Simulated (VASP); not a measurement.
**SnTe₂ (fluorite): one PBE single-point calculation in two programs**

```
Sn Te
1.0
     0.00000    3.70104    3.70104
     3.70104    0.00000    3.70104
     3.70104    3.70104    0.00000
Sn Te
1 2
Direct
  0.00000 0.00000 0.00000
  0.25000 0.25000 0.25000
  0.75000 0.75000 0.75000
```

Each program uses its own PAW datasets. VASP's cell holds 26 valence electrons and Ansatz's 46. Ansatz's stress includes a Pulay correction; VASP's doesn't. Ansatz solved a whole band path, VASP its corner points and band edges.

Cutoffs: 520 eV in VASP, 420 eV in Ansatz. k meshes: 6×6×6 and 6×6×6.

```json
{"": "gap between bands v and c", "VASP": "-2.11 eV (bands overlap: a metal)", "Ansatz": "-2.11 eV (bands overlap: a metal)"}
{"": "least direct gap", "VASP": "0.00 eV", "Ansatz": "0.00 eV"}
{"": "pressure", "VASP": "0.5 GPa", "Ansatz": "0.5 GPa"}
```

Band v is the last that the valence electrons fill when counted band by band, and c is the next. Levels in eV from the top of v, Ansatz:

| point | v−1 | v | c | c+1 |
| --- | --- | --- | --- | --- |
| Γ | -2.11 | -2.11 | -2.11 | 0.92 |
| X | -0.23 | -0.23 | 0.39 | 1.43 |
| W | -1.52 | 0.00 | 0.11 | 1.74 |
| K | -1.59 | -0.97 | 0.17 | 2.41 |
| L | -2.57 | -2.57 | -0.01 | 2.52 |

VASP:

| point | v−1 | v | c | c+1 |
| --- | --- | --- | --- | --- |
| Γ | -2.11 | -2.11 | -2.11 | 0.91 |
| X | -0.23 | -0.23 | 0.39 | 1.43 |
| W | -1.52 | 0.00 | 0.11 | 1.74 |
| K | -1.59 | -0.97 | 0.17 | 2.40 |
| L | -2.57 | -2.57 | -0.01 | 2.51 |
